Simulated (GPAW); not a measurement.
# Ge (I4_1/amd) in GPAW: single point with LDA

Aim: the single point of Ge with LDA.

Everything below comes from runs of GPAW 26.7.0. Logs are shortened: lines on timing, memory, paths and dates and some standing lists are left out, and cuts for length are marked. The log counts tension as positive stress, the text compression.

## (1) The cell of the first run

The structure is tetragonal, space group I4_1/amd (No. 141). The conventional cell has a = 5.149 Å, b = 5.149 Å, c = 2.795 Å, α = 90.00°, β = 90.00°, γ = 90.00°. Ge (site symmetry -4m2) has 6 Ge at 2.67 to 2.79 Å as nearest neighbours.

This isn't the form of Ge at room conditions, which is diamond.

## (2) Single point, LDA (the cell as VASP's run set it)

Contents of run.py:

```python
from ase.dft.bandgap import bandgap
from ase.io import read, write
from ase.units import GPa
from gpaw import GPAW, PW

atoms = read('POSCAR')

calc = GPAW(mode=PW(600),
            xc='LDA',
            kpts={'size': (5, 5, 9), 'gamma': True},
            occupations={'name': 'methfessel-paxton', 'order': 0, 'width': 0.05},
            nbands=18,
            convergence={'density': 1e-05, 'energy': 1e-05},
            maxiter=150,
            txt='gpaw.txt')
atoms.calc = calc
energy = atoms.get_potential_energy()
forces = atoms.get_forces()
stress = atoms.get_stress()
calc.write('gs.gpw')
write('result.traj', atoms)
print(f'Energy: {energy:.6f} eV')
print('Forces (eV/A):')
print(forces.round(4))
print('Stress (GPa):', (stress / GPa).round(3))
print('Fermi level:', round(calc.get_fermi_level(), 4), 'eV')
print(f'Gap: {bandgap(calc)[0]:.4f} eV, direct: {bandgap(calc, direct=True)[0]:.4f} eV')
```

Contents of POSCAR:

```
Ge
1.0
    5.1489794400      0.0000000000      0.0000000000
    0.0000000000      5.1489794400      0.0000000000
    0.0000000000      0.0000000000      2.7948252900
Ge
4
Direct
    0.0000000000      0.0000000000      0.5000000000
    0.0000000000      0.5000000000      0.7500000000
    0.5000000000      0.5000000000      0.0000000000
    0.5000000000      0.0000000000      0.2500000000
```

Potentials or basis: the program's PAW data sets (release 1.2.1) made for this functional, pw.

The run is started by

```console
> OMP_NUM_THREADS=1 python run.py
```

gpaw.txt:

```text
__  _  _
 | _ |_)|_||  |
 |__||  | ||/\| - 26.7.0

Input parameters:
  mode=PW(ecut=600.0),
  convergence={'density': 1e-05, 'energy': 1e-05},
  kpts=MonkhorstPack(size=(5, 5, 9), gamma=True),
  maxiter=150,
  nbands=18,
  occupations=Occupations(name='methfessel-paxton', order=0, width=0.05),
  xc=XC(name='LDA')

Diagonalizing LCAO Hamiltonian
Converting LCAO to pw mode
    .------------.
   /|            |
  /e|            |
 *  .------------.
 Ge/            /
 |/    GeGe    /
 *------------*

Atoms  # Å, Bohr magnetons
|   | symbol |        x |        y |        z |    initial magnetic moments |
|---|--------|----------|----------|----------|-----------------------------|
| 0 |     Ge | 0.000000 | 0.000000 | 1.397413 | ( 0.0000,  0.0000,  0.0000) |
| 1 |     Ge | 0.000000 | 2.574490 | 2.096119 | ( 0.0000,  0.0000,  0.0000) |
| 2 |     Ge | 2.574490 | 2.574490 | 0.000000 | ( 0.0000,  0.0000,  0.0000) |
| 3 |     Ge | 2.574490 | 0.000000 | 0.698706 | ( 0.0000,  0.0000,  0.0000) |

Unit cell  # Å
| periodic |        x |        y |        z |  lengths |    angles |
|----------|----------|----------|----------|----------|-----------|
|      yes | 5.148979 | 0.000000 | 0.000000 | 5.148979 | 90.000000 |
|      yes | 0.000000 | 5.148979 | 0.000000 | 5.148979 | 90.000000 |
|      yes | 0.000000 | 0.000000 | 2.794825 | 2.794825 | 90.000000 |

Number of symmetries: 8
Symmetry operations  # r_c * U_cc + t_c -> r_c
|   | kind |            matrix            |
|---|------|------------------------------|
| 0 |  E   |  1, 0, 0,  0, 1, 0,  0, 0, 1 |
| 1 |  σ   |  1, 0, 0,  0,-1, 0,  0, 0, 1 |
| 2 |  C2  |  0, 1, 0,  1, 0, 0,  0, 0,-1 |
| 3 |  S4  |  0, 1, 0, -1, 0, 0,  0, 0,-1 |
| 4 |  S4  |  0,-1, 0,  1, 0, 0,  0, 0,-1 |
| 5 |  C2  |  0,-1, 0, -1, 0, 0,  0, 0,-1 |
| 6 |  σ   | -1, 0, 0,  0, 1, 0,  0, 0, 1 |
| 7 |  C2  | -1, 0, 0,  0,-1, 0,  0, 0, 1 |

BZ-sampling:
  Number of BZ points: 225
  Number of IBZ points: 30

  Monkhorst-Pack size: [5, 5, 9]
  Monkhorst-Pack shift: [0, 0, 0]

K-points  # in reciprocal-cell coordinates
|     |                                coordinates |     weight |
|-----|--------------------------------------------|------------|
|   0 | (  0.00000000,   0.00000000,   0.00000000) | 0.00444444 |
|   1 | (  0.00000000,   0.00000000,   0.11111111) | 0.00888889 |
|   2 | (  0.00000000,   0.00000000,   0.22222222) | 0.00888889 |
|   3 | (  0.00000000,   0.00000000,   0.33333333) | 0.00888889 |
|   4 | (  0.00000000,   0.00000000,   0.44444444) | 0.00888889 |
|   5 | (  0.20000000,   0.00000000,   0.00000000) | 0.01777778 |
|   6 | (  0.20000000,   0.00000000,   0.11111111) | 0.03555556 |
|   7 | (  0.20000000,   0.00000000,   0.22222222) | 0.03555556 |
|   8 | (  0.20000000,   0.00000000,   0.33333333) | 0.03555556 |
|   9 | (  0.20000000,   0.00000000,   0.44444444) | 0.03555556 |
| ... |                                            |            |
|  29 | (  0.40000000,   0.40000000,   0.44444444) | 0.03555556 |

Plane wave coefficients: 2511
Cutoff: 600.0 eV

Spin-components: 1 (collinear spins)
Bands:           18
Projectors:      20
Spin-degeneracy: 2
Datatype:        complex128

Parallelization:
  kpt:    1
  domain: 1
  band:   1

Density:
  Valence electrons: 16.0
  Components: 1
  Grid points: [30 30 16]
  Charge: 0.0  # |e|

Potential:
  Grid points: [30 30 16]

species:
  Ge:
    name:    Germanium
    Z:       32.0
    valence: 4
    core:    28
    charge:  0.0  # [|e|]
    compensation charges:
      type: gauss
      rc: 0.32  # [Å]
      lmax: 2
    cutoffs:
      filter: 1.77  # [Å]
      core: 3.42  # [Å]
    projectors
    | kind |    occ | energy [eV] | rcut [Å] |
    |------|--------|-------------|----------|
    |   4s |  2.000 |     -11.940 |    1.005 |
    |   4p |  2.000 |      -4.047 |    1.005 |
    |    s |        |      15.272 |    1.005 |
    |    p |        |      23.164 |    1.005 |
    |    d |        |       0.000 |    1.005 |

    Using partial waves for Ge as LCAO basis

Reference energy: -228071.270857  # eV

eigensolver:
  PPCG
  Converge bands: occupied
  niter=2

density mixing:
  MSR1-Mixer
  Pratt-step length: 0.05
  Maximum mixing coefficient: 0.75
  Old densities: 10
  SVD Regularization: 0.005
  Good broyden scale: 1.0
  Trust region scale: 1.0
  Backstep threshold: 4.0
  History deletion threshold: 6.0
  Fourier metric: weight=20.0, sigma=0.015

occupation numbers:
  Methfessel-Paxton:
    width: 0.0500  # eV
    order: 0

poisson solver:
  ecut: 4800.0  # eV

xc functional:
  name: None

convergence criteria:
- Maximum integral of absolute [dens]ity change: 1e-05 electrons / valence electron
- Maximum [total energy] change in last 3 cyles: 1e-05 eV / valence electron
- Maximum integral of absolute [eigenst]ate change: 4e-08 eV^2 / valence electron
maximum number of iterations: 150

SCF iterations
|iter     | |      energy | eigst |  dens |
|---------|-|-------------|-------|-------|
|iter:   1| |  -20.111845 | -0.73 |       |
|iter:   2| |  -20.109614 | -3.03 | -1.18 |
|iter:   3| |  -20.078597 | -3.44 | -1.20 |
|iter:   4| |  -20.076258 | -4.22 | -1.74 |
|iter:   5| |  -20.076207 | -5.48 | -2.76 |
|iter:   6| |  -20.076207c| -6.90 | -3.77 |
|iter:   7| |  -20.076206c| -7.92c| -4.03 |
|iter:   8| |  -20.076206c| -8.46c| -4.43 |
|iter:   9| |  -20.076206c| -9.55c| -5.37c|

Converged in 9 steps
Energy contributions relative to reference atoms: (reference = -228071.270857)

Energy contributions:
  Kinetic:          37.848438
  Coulomb:         -33.447963
  Zero:             -0.009977
  External:          0.000000
  Xc:              -24.464636
  Entropy:          -0.004137
  Spinorbit:         0.000000
  ----------------------------
  Free energy:     -20.078275
  Extrapolated:    -20.076206

dipole moment: (-33.863591, -33.863591, -9.190270)  # |e|*Ang

Fermi level: 7.698
Eigenvalues  # (at kpt = [0.000, 0.000, 0.000])
| band index |      eig [eV] | occ [0-2] |
|------------|---------------|-----------|
|          0 |        -5.634 |     2.000 |
|          1 |        -1.283 |     2.000 |
|          2 |        -1.283 |     2.000 |
|          3 |         1.807 |     2.000 |
|          4 |         1.807 |     2.000 |
|          5 |         3.488 |     2.000 |
[... 8 lines left out ...]
|         14 |        15.941 |     0.000 |
|         15 |        18.568 |     0.000 |
|        ... |               |           |
|         17 |        19.128 |     0.000 |

No gap
No difference between direct/indirect transitions

Forces  # eV/Ang
|       x |       y |        z |
|---------|---------|----------|
| 0.00000 | 0.00000 |  0.00000 |  # Ge   0
| 0.00000 | 0.00000 |  0.00000 |  # Ge   1
| 0.00000 | 0.00000 |  0.00000 |  # Ge   2
| 0.00000 | 0.00000 | -0.00000 |  # Ge   3

Stress tensor  # eV/Ang^3
|        x |        y |        z |
|----------|----------|----------|
| 0.012746 | 0.000000 | 0.000000 |
| 0.000000 | 0.012746 | 0.000000 |
| 0.000000 | 0.000000 | 0.025276 |

# Writing to gs.gpw (mode='')
```

Run time: 9 s. Hardware: 1 thread of Intel Xeon 6975P-C (Granite Rapids), shared host; peak memory 0.17 GiB.

Results:

| Property | Result |
| --- | --- |
| Free energy | -20.0783 eV |
| Pressure | -2.7 GPa |
| Band gap on the k mesh | none (metal or under the smearing width) |

Levels at points of the mesh, in eV from the Fermi level:
```
           k point  band 5  band 6  band 7  band 8  band 9  band 10  band 11  band 12
(0.00, 0.00, 0.00)   -5.89   -4.21   -2.34   -2.34    3.34     6.13     6.13     7.53
```
